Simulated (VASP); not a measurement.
# MgB2 (Fd-3m) in VASP: a series of runs

Aim: see how the results for MgB2 move with the level of theory and the settings. Levels: optPBE-vdW, PBEsol, PBEsol+D3, PBEsol+D3(BJ), PBEsol+D4. Tasks: relaxation of the atoms, relaxation of cell and atoms.

All numbers are computed with VASP 6.6.1; they aren't measurements. Logs are shortened: lines on timing, memory, paths and dates and some standing lists are left out, and cuts for length are marked.

### Step 1. The crystal as given

The structure is cubic, space group Fd-3m (No. 227). Conventional cell: a = 5.987 Å, b = 5.987 Å, c = 5.987 Å, α = 90.00°, β = 90.00°, γ = 90.00°. Mg (site symmetry -43m) is surrounded by 12 B at 2.48 Å and 4 Mg at 2.59 Å. Around B (site symmetry -3m) lie 6 B at 2.12 Å.

The cell was built by a generator and needn't be a form met in nature.

### Step 2. Relaxation of the atoms, optPBE-vdW

The input, run.py:

```python
from ase.calculators.vasp import Vasp
from ase.spacegroup import crystal

atoms = crystal(
    ['Mg', 'B'],
    basis=[[0.0, 0.0, 0.5], [0.375, 0.125, 0.375]],
    spacegroup=227,
    setting=1,
    cellpar=[5.98728, 5.98728, 5.98728, 90.0, 90.0, 90.0],
    primitive_cell=True,
)
calc = Vasp(
    directory='calc',
    xc='optpbe-vdw',
    pp='PBE',
    setups={'base': 'minimal', 'B': '_s'},
    prec='Accurate',
    encut=400,
    ediff=1e-07,
    ismear=-1,
    sigma=0.1,
    lreal=False,
    lasph=True,
    nelm=80,
    algo='Fast',
    isif=2,
    lwave=False,
    lcharg=False,
    ibrion=2,
    nsw=40,
    ediffg=-0.005,
    kpts=[8, 8, 8],
    gamma=True,
)
atoms.calc = calc

print('energy (eV):', atoms.get_potential_energy())
print('free energy (eV):', atoms.get_potential_energy(force_consistent=True))
print('forces (eV/A):')
print(atoms.get_forces())
print('stress (eV/A^3, Voigt):', atoms.get_stress())
print('Fermi level (eV):', calc.get_fermi_level())
print('cell (A, degrees):', atoms.cell.cellpar())
print('volume (A^3):', atoms.get_volume())
print('scaled positions:')
print(atoms.get_scaled_positions())
```

Potentials or basis: VASP PAW PBE potentials, release 64 (Mg, B_s).

Run with:

```bash
$ python run.py
```

The log of the run:

```text
<dir> UserWarning: vdW has been enabled, however no location for the vdw_kernel.bindat file has been specified. Set ASE_VASP_VDW environment variable to copy the vdW kernel.
  warnings.warn(
energy (eV): -18.73088691
free energy (eV): -18.75225738
forces (eV/A):
[[-0. -0. -0.]
 [ 0.  0.  0.]
 [ 0. -0.  0.]
 [ 0. -0.  0.]
 [ 0. -0.  0.]
 [ 0. -0.  0.]]
stress (eV/A^3, Voigt): [-0.01066643 -0.01066643 -0.01066643 -0.          0.         -0.        ]
Fermi level (eV): 8.12149436
cell (A, degrees): [ 4.23364629  4.23364629  4.23364629 60.         60.         60.        ]
volume (A^3): 53.6572875782811
scaled positions:
[[0.5   0.5   0.5  ]
 [0.75  0.75  0.75 ]
 [0.125 0.625 0.125]
 [0.125 0.125 0.625]
 [0.625 0.125 0.125]
 [0.125 0.125 0.125]]
```

OUTCAR:

```text
ENCUT = 400.000000
   EDIFF = 1.00e-07
   EDIFFG = -5.00e-03
   GGA = OR
   PREC = Accurate
   IBRION = 2
   ISIF = 2
   ISMEAR = -1
   NELM = 80
   NSW = 40
   LASPH = .TRUE.
   LREAL = .FALSE.

 ion  position               nearest neighbor table
   1  0.500  0.500  0.500-   3 2.48   4 2.48   6 2.48   4 2.48   5 2.48   6 2.48   3 2.48   5 2.48
                             6 2.48   3 2.48   4 2.48   5 2.48   2 2.59   2 2.59   2 2.59   2 2.59
   2  0.750  0.750  0.750-   3 2.48   5 2.48   6 2.48   4 2.48   5 2.48   6 2.48   3 2.48   4 2.48
                             6 2.48   3 2.48   4 2.48   5 2.48   1 2.59   1 2.59   1 2.59   1 2.59
   3  0.125  0.625  0.125-   6 2.12   4 2.12   4 2.12   5 2.12   6 2.12   5 2.12   1 2.48   2 2.48
                             1 2.48   2 2.48   1 2.48   2 2.48
   4  0.125  0.125  0.625-   6 2.12   3 2.12   5 2.12   6 2.12   3 2.12   5 2.12   1 2.48   2 2.48
                             1 2.48   2 2.48   1 2.48   2 2.48
   5  0.625  0.125  0.125-   6 2.12   4 2.12   3 2.12   3 2.12   4 2.12   6 2.12   2 2.48   1 2.48
                             2 2.48   1 2.48   1 2.48   2 2.48
   6  0.125  0.125  0.125-   3 2.12   4 2.12   5 2.12   4 2.12   3 2.12   5 2.12   1 2.48   2 2.48
                             1 2.48   2 2.48   1 2.48   2 2.48

  LATTYP: Found a face centered cubic cell.
 ALAT       =     5.9872800000

  Lattice vectors:

 A1 = (   0.0000000000,   2.9936400000,   2.9936400000)
 A2 = (   2.9936400000,   0.0000000000,   2.9936400000)
 A3 = (   2.9936400000,   2.9936400000,   0.0000000000)

Analysis of symmetry for initial positions (statically):
=====================================================================
 Subroutine PRICEL returns:
 Original cell was already a primitive cell.

 Routine SETGRP: Setting up the symmetry group for a
 face centered cubic supercell.

 Subroutine GETGRP returns: Found 48 space group operations
 (whereof 24 operations were pure point group operations)
 out of a pool of 48 trial point group operations.

The static configuration has the point symmetry T_d .
 The point group associated with its full space group is O_h .

Analysis of symmetry for dynamics (positions and initial velocities):
=====================================================================
 Subroutine PRICEL returns:
 Original cell was already a primitive cell.

 Routine SETGRP: Setting up the symmetry group for a
 face centered cubic supercell.

 Subroutine GETGRP returns: Found 48 space group operations
 (whereof 24 operations were pure point group operations)
 out of a pool of 48 trial point group operations.

The dynamic configuration has the point symmetry T_d .
 The point group associated with its full space group is O_h .

 Subroutine INISYM returns: Found 48 space group operations
 (whereof 24 operations are pure point group operations),
 and found     1 'primitive' translations

----------------------------------------------------------------------------------------

                                     Primitive cell

  volume of cell :      53.6573

  direct lattice vectors                    reciprocal lattice vectors
     0.000000000  2.993640000  2.993640000    -0.167020751  0.167020751  0.167020751
     2.993640000  0.000000000  2.993640000     0.167020751 -0.167020751  0.167020751
     2.993640000  2.993640000  0.000000000     0.167020751  0.167020751 -0.167020751

  length of vectors
     4.233646289  4.233646289  4.233646289     0.289288426  0.289288426  0.289288426

  position of ions in fractional coordinates (direct lattice)
     0.500000000  0.500000000  0.500000000
     0.750000000  0.750000000  0.750000000
     0.125000000  0.625000000  0.125000000
     0.125000000  0.125000000  0.625000000
     0.625000000  0.125000000  0.125000000
     0.125000000  0.125000000  0.125000000

  ion indices of the primitive-cell ions
   primitive index   ion index
                 1           1
                 2           2
                 3           3
                 4           4
                 5           5
                 6           6

----------------------------------------------------------------------------------------

 KPOINTS: KPOINTS created by Atomic Simulation Env

Automatic generation of k-mesh.
 Grid dimensions read from file:
 generate k-points for:    8    8    8

 Generating k-lattice:

  Cartesian coordinates                     Fractional coordinates (reciprocal lattice)
    -0.020877594  0.020877594  0.020877594     0.125000000  0.000000000  0.000000000
     0.020877594 -0.020877594  0.020877594     0.000000000  0.125000000  0.000000000
     0.020877594  0.020877594 -0.020877594     0.000000000  0.000000000  0.125000000

  Length of vectors
     0.036161053  0.036161053  0.036161053

  Shift w.r.t. Gamma in fractional coordinates (k-lattice)
     0.000000000  0.000000000  0.000000000

 Subroutine IBZKPT returns following result:
 ===========================================

 Found     29 irreducible k-points:

 Following reciprocal coordinates:
            Coordinates               Weight
  0.000000  0.000000  0.000000      1.000000
  0.125000  0.000000  0.000000      8.000000
  0.250000  0.000000  0.000000      8.000000
  0.375000  0.000000  0.000000      8.000000
  0.500000  0.000000  0.000000      4.000000
  0.125000  0.125000  0.000000      6.000000
[... 16 lines left out ...]
  0.500000  0.250000  0.125000     48.000000
 -0.375000  0.250000  0.125000     24.000000
 [... further k-points ...]
   k-points           NKPTS =     29   k-points in BZ     NKDIM =     29   number of bands    NBANDS=     12
   number of dos      NEDOS =    301   number of ions     NIONS =      6
   total plane-waves  NPLWV =  21952
   dimension x,y,z NGX =    28 NGY =   28 NGZ =   28
   dimension x,y,z NGXF=    56 NGYF=   56 NGZF=   56
   ions per type =               2   4
   NGX,Y,Z   is equivalent  to a cutoff of  10.99, 10.99, 10.99 a.u.
   NGXF,Y,Z  is equivalent  to a cutoff of  21.99, 21.99, 21.99 a.u.
 SYSTEM =  unknown system
   PREC   = accura    normal or accurate (medium, high low for compatibility)
   ISTART =      0    job   : 0-new  1-cont  2-samecut
   ICHARG =      2    charge: 1-file 2-atom 10-const
   ISPIN  =      1    spin polarized calculation?
   LNONCOLLINEAR =      F non collinear calculations
   LSORBIT =      F    spin-orbit coupling
   LASPH  =      T    aspherical Exc in radial PAW
   ENCUT  =  400.0 eV  29.40 Ry    5.42 a.u.   6.90  6.90  6.90*2*pi/ulx,y,z
   NELM   =     80;   NELMIN=  2; NELMDL= -5     # of ELM steps
   EDIFF  = 0.1E-06   stopping-criterion for ELM
   LREAL  =      F    real-space projection
   EDIFFG = -.5E-02   stopping-criterion for IOM
   NSW    =     40    number of steps for IOM
   IBRION =      2    ionic relax: 0-MD 1-quasi-New 2-CG
   NFREE  =      1    steps in history (QN), initial steepest desc. (CG)
   ISIF   =      2    stress and relaxation
   ISYM   =      2    0-nonsym 1-usesym 2-fastsym
   POTIM  = 0.5000    time-step for ionic-motion
   TEBEG  =    0.0;   TEEND  =   0.0 temperature during run
   PSTRESS=    0.0 pullay stress
   NELECT =      16.0000    total number of electrons
   NUPDOWN=      -1.0000    fix difference up-down
   EMIN   =  10.00;   EMAX   =-10.00  energy-range for DOS
   EFERMI =   0.00;   METHOD = LEGACY
   ISMEAR =    -1;   SIGMA  =   0.10  broadening in eV -4-tet -1-fermi 0-gaus
   EFERMI_NEDOS =   21; number of points for ismear=-14 and -15
   IALGO  =     68    algorithm
   IMIX   =      4    mixing-type and parameters
     AMIX     =   0.40;   BMIX     =  1.00
     AMIX_MAG =   1.60;   BMIX_MAG =  1.00
  volume/ion in A,a.u.               =       8.94        60.35
  Fermi-wavevector in a.u.,A,eV,Ry     =   1.093718  2.066827 16.275540  1.196218
  Thomas-Fermi vector in A             =   2.230009
   LORBIT       =      0    0 simple, 1 ext, 2 COOP (PROOUT), +10 PAW based schemes
   GGA     = OR    functional components
   LHFCALC =     F    Hartree Fock is set to
   AEXX    =    0.0000 exact exchange contribution
   IVDW_NL    =     1    kernel type
   BPARAM     = 6.3000
   IVDW    =     0    specifies the selected vdW correction
   LEPSILON=     F    determine dielectric tensor
   LRPA    =     F    only Hartree local field effects (RPA)
 conjugate gradient relaxation of ions
 non-spin polarized calculation
 RMM-DIIS sequential band-by-band and
  energy-cutoff  :      400.00
  volume of cell :       53.66
 maximum number of plane-waves:       992
   NGX = 13   NGY = 13   NGZ = 13

 number of electron      16.0000000 magnetization

 Free energy of the ion-electron system (eV)
  ---------------------------------------------------
  ext. energy  EPLUGINS =         0.00000000
  ---------------------------------------------------
  free energy    TOTEN  =       -18.75225738 eV

  energy without entropy =      -18.70951644  energy(sigma->0) =      -18.73088691

 E-fermi :   8.1215     XC(G=0): -11.3000

 val. band max:        8.0483545096   @ k =  -0.1250   0.1250   0.0000
 cond. band min:       8.1411335177   @ k =   0.2500   0.2500   0.0000
 fundamental gap:      0.0927790080
 Fermi energy:         8.1214943615

 k-point     1 :       0.0000    0.0000    0.0000
  band No.  band energies     occupation
      1      -5.8988      2.00000
      2       1.3871      2.00000
      3       3.5461      2.00000
      4       3.5461      2.00000
      5       3.5461      2.00000
      6       5.5943      2.00000
      7       5.5943      2.00000
      8       5.5943      2.00000
      9       6.2203      2.00000
     10       6.2203      2.00000
     11       9.7910      0.00000
     12      12.3864      0.00000
[... 331 lines left out ...]
 k-point    24 :      -0.3750    0.2500    0.1250
  band No.  band energies     occupation
      1      -3.6602      2.00000
      2      -2.2537      2.00000
      3       0.2485      2.00000
      4       1.7277      2.00000
      5       3.7065      2.00000
      6       4.9461      2.00000
      7       6.2623      2.00000
      8       7.5267      1.99479
      9       9.0130      0.00027
     10      11.2413      0.00000
     11      11.9466      0.00000
     12      12.3985      0.00000

 [... further k-points ...]
[... 5 lines left out ...]
  --------------------------------------------------------------------------------------
  -------------------------------------------------------------------------------------
  Total        0.5723314      0.5723314      0.5723314      0.0000000      0.0000000     -0.0000000
  in kB       17.0895022     17.0895022     17.0895022      0.0000000      0.0000000     -0.0000000
  external PRESSURE =      17.0895022 kB  Pullay stress =       0.0000000 kB

 VOLUME and BASIS-vectors are now :
 -----------------------------------------------------------------------------
  energy-cutoff  :      400.00
  volume of cell :       53.66
      direct lattice vectors                 reciprocal lattice vectors
     0.000000000  2.993640000  2.993640000    -0.167020751  0.167020751  0.167020751
     2.993640000  0.000000000  2.993640000     0.167020751 -0.167020751  0.167020751
     2.993640000  2.993640000  0.000000000     0.167020751  0.167020751 -0.167020751

 POSITION                                       TOTAL-FORCE (eV/Angst)
 -----------------------------------------------------------------------------------
      2.99364      2.99364      2.99364        -0.000000     -0.000000     -0.000000
      4.49046      4.49046      4.49046         0.000000      0.000000      0.000000
      2.24523      0.74841      2.24523         0.000000     -0.000000      0.000000
      2.24523      2.24523      0.74841         0.000000     -0.000000      0.000000
      0.74841      2.24523      2.24523         0.000000     -0.000000      0.000000
      0.74841      0.74841      0.74841         0.000000     -0.000000      0.000000
 -----------------------------------------------------------------------------------
    total drift:                                0.000000      0.000000     -0.000000

  FREE ENERGIE OF THE ION-ELECTRON SYSTEM (eV)
  ---------------------------------------------------
  free  energy   TOTEN  =       -18.7522573840 eV

  energy  without entropy=      -18.7095164446  energy(sigma->0) =      -18.73088691

Total vdW correction in eV:      1.9354425

 reached required accuracy - stopping structural energy minimisation
```

INCAR:

```text
AGGAC = 0.000000
ENCUT = 400.000000
SIGMA = 0.100000
EDIFF = 1.00e-07
EDIFFG = -5.00e-03
ALGO = Fast
GGA = OR
PREC = Accurate
IBRION = 2
ISIF = 2
ISMEAR = -1
NELM = 80
NSW = 40
LASPH = .TRUE.
LCHARG = .FALSE.
LUSE_VDW = .TRUE.
LWAVE = .FALSE.
LREAL = .FALSE.
```

It took 77 s on 1 thread of Intel Xeon Platinum 8488C (Sapphire Rapids), shared host; peak memory 0.32 GiB.

What came out:

```yaml
Free_energy: -18.7523 eV
Pressure_after_relaxing: 1.7 GPa
Band_gap_on_the_k_mesh: none (metal or under the smearing width)
```

Final structure:
```cif
data_structure
_symmetry_space_group_name_H-M 'P 1'
_symmetry_Int_Tables_number 1
_cell_length_a 4.2336
_cell_length_b 4.2336
_cell_length_c 4.2336
_cell_angle_alpha 60.000
_cell_angle_beta 60.000
_cell_angle_gamma 60.000
_cell_volume 53.66
loop_
_atom_site_label
_atom_site_type_symbol
_atom_site_fract_x
_atom_site_fract_y
_atom_site_fract_z
_atom_site_occupancy
Mg1 Mg 0.50000 0.50000 0.50000 1
Mg2 Mg 0.75000 0.75000 0.75000 1
B1 B 0.12500 0.62500 0.12500 1
B2 B 0.12500 0.12500 0.62500 1
B3 B 0.62500 0.12500 0.12500 1
B4 B 0.12500 0.12500 0.12500 1
```

Caveat: the relaxation stopped at its first step, so nothing moved; the PAW data sets were made with another functional, which shifts forces and pressure a little.

### Step 3. Relaxation of cell and atoms, PBEsol

The input, INCAR:

```
PREC = Accurate
ENCUT = 600
EDIFF = 1E-6
ISMEAR = -1
SIGMA = 0.05
LREAL = F
LASPH = T
NELM = 60
ALGO = Normal
ISIF = 3
LWAVE = F
LCHARG = F
GGA = PS
IBRION = 2
NSW = 60
EDIFFG = -0.005
```

The input, KPOINTS:

```
Automatic mesh
0
Gamma
  6 6 6
```

The input, POSCAR:

```
MgB2
1.0
    0.0000000000      2.9936400000      2.9936400000
    2.9936400000      0.0000000000      2.9936400000
    2.9936400000      2.9936400000      0.0000000000
Mg B
2 4
Direct
    0.0000000000      0.0000000000      0.0000000000
    0.2500000000      0.2500000000      0.2500000000
    0.6250000000      0.1250000000      0.6250000000
    0.6250000000      0.6250000000      0.1250000000
    0.1250000000      0.6250000000      0.6250000000
    0.6250000000      0.6250000000      0.6250000000
```

Potentials or basis: VASP PAW PBE potentials, release 64 (Mg, B).

Run with:

```bash
$ cat potpaw_PBE.64/Mg/POTCAR potpaw_PBE.64/B/POTCAR > POTCAR
$ mpirun -np 1 vasp_std > vasp.out
```

It took 21 s on 1 thread of AMD EPYC 9R45 (Zen 5), shared host; peak memory 0.19 GiB.

The run converged. Its results:

```yaml
Free_energy: -27.2505 eV
Relaxed_volume: 8.77 Å³/atom
Relaxed_cell: a = 4.206 Å, b = 4.206 Å, c = 4.206 Å, α = 60.00°, β = 60.00°, γ = 60.00°
Space_group_after_relaxing_to_0.05_Å: Fd-3m (No. 227)
Energy_gained_by_relaxing: 1.6 meV/atom
Ionic_steps: 3
Pressure_after_relaxing: 0.0 GPa
Band_gap_on_the_k_mesh: none (metal or under the smearing width)
```

The path:
```
step  energy change (eV)  largest force (eV/Å)  pressure (GPa)  volume (Å³)
   1              0.0000                0.0000           -2.96        53.66
   2             -0.0094                0.0000            0.66        52.39
   3             -0.0099                0.0000            0.00        52.61
```

Final structure:
```
Mg B
1.0
     0.00000    2.97396    2.97396
     2.97396    0.00000    2.97396
     2.97396    2.97396    0.00000
Mg B
2 4
Cartesian
  0.0000 0.0000 0.0000
  1.4870 1.4870 1.4870
  2.2305 3.7174 2.2305
  2.2305 2.2305 3.7174
  3.7174 2.2305 2.2305
  3.7174 3.7174 3.7174
```

Levels at points of the mesh, in eV from the Fermi level:
```
           k point  band 5  band 6  band 7  band 8  band 9  band 10  band 11  band 12
(0.00, 0.00, 0.00)   -4.74   -2.51   -2.51   -2.51   -1.97    -1.97     1.50     4.12
(0.50, 0.00, 0.00)   -4.89   -4.17   -4.17    1.39    1.39     1.44     3.63     3.87
(0.50, 0.50, 0.00)   -6.10   -6.10    1.80    1.80    2.17     2.17     3.44     3.44
```

Caveat: the PAW data sets were made with another functional, which shifts forces and pressure a little.

### Step 4. Relaxation of cell and atoms, PBEsol+D3

Changes to INCAR since step 3:

```diff
@@ -13,2 +13,3 @@
 GGA = PS
+IVDW = 11
 IBRION = 2
```

KPOINTS is that of step 3.

POSCAR is that of step 3.

Run with:

```bash
$ cat potpaw_PBE.64/Mg/POTCAR potpaw_PBE.64/B/POTCAR > POTCAR
$ mpirun -np 1 vasp_std > vasp.out
```

Run time: 24 s. Hardware: 1 thread of AMD EPYC 9R45 (Zen 5), shared host; peak memory 0.19 GiB.

Results (log left out):

* Free energy: -28.3759 eV
* Relaxed volume: 8.51 Å³/atom
* Relaxed cell: a = 4.164 Å, b = 4.164 Å, c = 4.164 Å, α = 60.00°, β = 60.00°, γ = 60.00°
* Space group after relaxing (to 0.05 Å): Fd-3m (No. 227)
* Energy gained by relaxing: 10.5 meV/atom
* Ionic steps: 3
* Pressure after relaxing: 0.0 GPa
* Band gap on the k mesh: none (metal or under the smearing width)
* Dispersion energy per atom: -0.191 eV

The path:
```tsv
step	energy change (eV)	largest force (eV/Å)	pressure (GPa)	volume (Å³)
1	0.0000	0.0000	-7.44	53.66
2	-0.0593	0.0000	1.93	50.50
3	-0.0627	0.0000	0.01	51.07
```

Final structure:
```yaml
crystal:
  lattice:
    - [0.00000, 2.94464, 2.94464]
    - [2.94464, 0.00000, 2.94464]
    - [2.94464, 2.94464, 0.00000]
  atoms:
    - { symbol: Mg, position: [0.00000, 0.00000, 0.00000] }
    - { symbol: Mg, position: [0.25000, 0.25000, 0.25000] }
    - { symbol: B, position: [0.62500, 0.12500, 0.62500] }
    - { symbol: B, position: [0.62500, 0.62500, 0.12500] }
    - { symbol: B, position: [0.12500, 0.62500, 0.62500] }
    - { symbol: B, position: [0.62500, 0.62500, 0.62500] }
```

Levels at points of the mesh, in eV from the Fermi level:
```csv
k point,band 5,band 6,band 7,band 8,band 9,band 10,band 11,band 12
"(0.00, 0.00, 0.00)",-4.87,-2.47,-2.47,-2.47,-2.05,-2.05,1.62,4.22
"(0.50, 0.00, 0.00)",-4.96,-4.28,-4.28,1.40,1.40,1.48,3.71,4.02
"(0.50, 0.50, 0.00)",-6.23,-6.23,1.81,1.81,2.20,2.20,3.52,3.52
```

Caveat: the PAW data sets were made with another functional, which shifts forces and pressure a little; pairwise dispersion overbinds metals, which lowers pressure and volume.

(Part 1 of 2 ends here.)
